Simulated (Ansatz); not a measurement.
**Al2Pt under changes of volume**

One of the cells (17.202 Å³/atom); the others are scaled copies at fixed shape and fractional positions:

```
Pt Al
1.0
     0.00000    2.95500    2.95500
     2.95500    0.00000    2.95500
     2.95500    2.95500    0.00000
Pt Al
1 2
Direct
  0.00000 0.00000 0.00000
  0.75000 0.75000 0.75000
  0.25000 0.25000 0.25000
```

```yaml
Program: Ansatz 0.2.0
Functional: PBE
Potentials_or_basis: Ansatz PAW
Cutoff: "420 eV (not typed: the program's choice for these potentials)"
k_mesh: 8 × 8 × 8
Occupations: fermi-dirac, width 0.05 eV
Spin: no spin polarisation
```

| volume (Å³/atom) | energy over the lowest point (meV/atom) | pressure (GPa) |
| --- | --- | --- |
| 16.170 | 48.54 | 12.4 |
| 16.514 | 25.94 | 8.7 |
| 16.858 | 10.81 | 5.4 |
| 17.202 | ? | ? |
| 17.546 | 0.00 | -0.2 |
| 17.890 | 3.03 | -2.6 |
| 18.234 | 10.90 | -4.7 |

What does the run at 17.202 Å³/atom give?

Energy over the lowest point 2.41 meV/atom; pressure 2.5 GPa.

Worked out: A Birch-Murnaghan fit of order 3 (a polynomial in V^(-2/3)) to the other rows has its minimum at 17.52 Å³/atom with B0 = V·E''(V) = 129 GPa and B' = 4.5. It gives 2.40 meV/atom at 17.202 Å³/atom, against the run's 2.41, and -dE/dV = 2.5 GPa, against 2.5.

Energies are extrapolated to zero smearing.
